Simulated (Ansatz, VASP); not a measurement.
## Two plane-wave programs on Re

```xyz
1
Lattice="0.0000 2.0263 2.0263 2.0263 0.0000 2.0263 2.0263 2.0263 0.0000" Properties=species:S:1:pos:R:3 pbc="T T T"
Re    0.0000    0.0000    0.0000
```

Alike in both runs: task relaxation of cell and atoms; functional r2SCAN; k mesh 14 × 14 × 14; occupations fermi-dirac, width 0.05 eV; no spin polarisation.

|  | VASP | Ansatz |
| --- | --- | --- |
| version | VASP 6.6.1 | Ansatz 0.2.0 |
| potentials or method | VASP PAW PBE potentials, release 64 (Re) | PAW with Ansatz's default frozen-core files, scalar-relativistic |
| plane-wave cutoff (eV) | 600 | 500 |
| valence electrons in the cell | 7 | 15 |

VASP gave:

```
relaxed volume (Å³/atom)                                     : 14.76
relaxed cell length with the largest relative difference (Å) : 2.753
energy change over the relaxation (meV/atom)                 : -237
```

What did Ansatz give for the same quantities?

Relaxed volume (Å³/atom): 14.75; relaxed cell length with the largest relative difference (Å): 2.753; energy change over the relaxation (meV/atom): -234.

The two sets of potentials don't hold the same shells in valence. Ansatz warned: «gradients_without_spin_orbit».

Caveats: the PAW data sets were made with another functional, which shifts forces and pressure a little (VASP). Spin-orbit coupling is left out, which matters for the levels of Re.
